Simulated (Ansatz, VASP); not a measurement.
# TaN: VASP beside Ansatz

The input INCAR:

```
ALGO = Normal
EDIFF = 1E-8
ENCUT = 520
GGA = PS
ISIF = 2
ISMEAR = -1
LASPH = True
LCHARG = False
LEFG = True
LREAL = False
LWAVE = False
NBANDS = 15
NELM = 100
PREC = Accurate
SIGMA = 0.02
```

KPOINTS

```
k-points
0
Gamma
  12 12 10
```

The input POSCAR:

```
TaN
1.0
    2.9673788470      0.0000000000      0.0000000000
   -1.4836894235      2.5698254642      0.0000000000
    0.0000000000      0.0000000000      2.8830000000
Ta N
1 1
Direct
    0.3333333333      0.6666666667      0.5000000000
    0.0000000000      0.0000000000      0.0000000000
```

Input for Ansatz:

```yaml
crystal:
  lattice:
    - [2.967378847, 0.0, 0.0]
    - [-1.4836894235, 2.5698254642, 0.0]
    - [0.0, 0.0, 2.883]
  atoms:
    - { symbol: Ta, position: [0.3333333333, 0.6666666667, 0.5] }
    - { symbol: "N", position: [0.0, 0.0, 0.0] }
kpoints:
  mp_grid: { grid: [12, 12, 10] }
scf:
  occupations: { method: fermi_dirac, width: 0.02 }
hamiltonian:
  xc: pbesol
  pseudopotentials: { kind: all_electron, datasets: crystal }
output:
  forces: true
  stress: true
  eigenvalues: true
  efg: { contact_densities: true }
```

Change from the starting cell: equal xx and yy strain of +1 %, crystal datasets.

Alike in both runs: task electric field gradients; functional PBEsol; k mesh 12 × 12 × 10; occupations fermi-dirac, width 0.02 eV; no spin polarisation.

|  | VASP | Ansatz |
| --- | --- | --- |
| version | VASP 6.6.1 | Ansatz 0.2.0 |
| potentials or method | VASP PAW PBE potentials, release 64 (Ta_pv, N) | all-electron PAW with datasets made for the crystal, scalar-relativistic |
| plane-wave cutoff (eV) | 520 | see its input |

```csv
,VASP,Ansatz,Ansatz less VASP
pressure (GPa),-10.4,-11.0,-0.57
largest component of the traceless stress (GPa),3.49,3.36,-0.126
Vzz of the field gradient on the site that differs most (V/Å²),15.3,53.0,+37.72
```

Ansatz ran all-electron here, so the differences hold the error of VASP's frozen core and of both bases. Ansatz warned: «gradients_without_spin_orbit».

Caveats: the PAW data sets were made with another functional, which shifts forces and pressure a little (VASP). The runs have no spin-orbit coupling, so splittings on Ta are missing.
